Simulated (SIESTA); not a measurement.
The system is SnO2 (Cassiterite).

```xyz
6
Lattice="4.7380 0.0000 0.0000 0.0000 4.7380 0.0000 0.0000 0.0000 3.1865" Properties=species:S:1:pos:R:3 pbc="T T T"
Sn    2.3690    2.3690    1.5933
Sn    0.0000    0.0000    0.0000
O     3.8240    0.9140    1.5933
O     3.2830    3.2830    0.0000
O     0.9140    3.8240    1.5933
O     1.4550    1.4550    0.0000
```

| Property | Result |
| --- | --- |
| Program | SIESTA 5.4.2 |
| Task | single point |
| Functional | PBE |
| Potentials or basis | PseudoDojo 0.4 standard (PBE files) |
| Basis | DZP (energy shift 0.003 Ry; two zetas on semicore shells) |
| Grid cutoff | 800 Ry |
| Energy shift | 0.003 Ry |
| k mesh | 6 × 6 × 8 |
| Occupations | fermi-dirac, width 0.05 eV |
| Spin | no spin polarisation |

On this cell: pressure 17.8 GPa; largest force 0.291 eV/Å; band gap on the k mesh 1.02 eV, direct.

The same run follows on a disturbed copy (atoms moved at random, drawn with an rms of 0.05 Å):

```xyz
6
Lattice="4.7380 0.0000 0.0000 0.0000 4.7380 0.0000 0.0000 0.0000 3.1865" Properties=species:S:1:pos:R:3 pbc="T T T"
Sn    2.3754    2.4140    1.5851
Sn   -0.0463    0.0291   -0.0057
O     3.8256    0.9225    1.6109
O     3.3039    3.3129    0.0109
O     0.9858    3.8486    1.6247
O     1.4614    1.4522   -0.0394
```

Task: What changes?

Result: The energy moves by +18.8 meV/atom; pressure 17.8 GPa; largest force 1.916 eV/Å; band gap on the k mesh 0.90 eV, direct.

Forces on the atoms (eV/Å):
```
Sn  -0.220 -0.941 -0.117
Sn   1.778 -0.260  0.665
O   -0.586  0.657 -0.488
O    0.030 -0.338 -0.167
O   -1.076  0.823 -0.460
O    0.074  0.060  0.566
```

Stress tensor (GPa, compression positive):
```
15.33 -0.20 -0.86
-0.20 16.10 -1.02
-0.86 -1.02 21.99
```

Caveats: spin-orbit coupling is left out, which moves the levels of the heavy elements; the basis of atomic orbitals isn't converged, which shifts pressures, moduli and gaps.

A k mesh can miss the band edges.
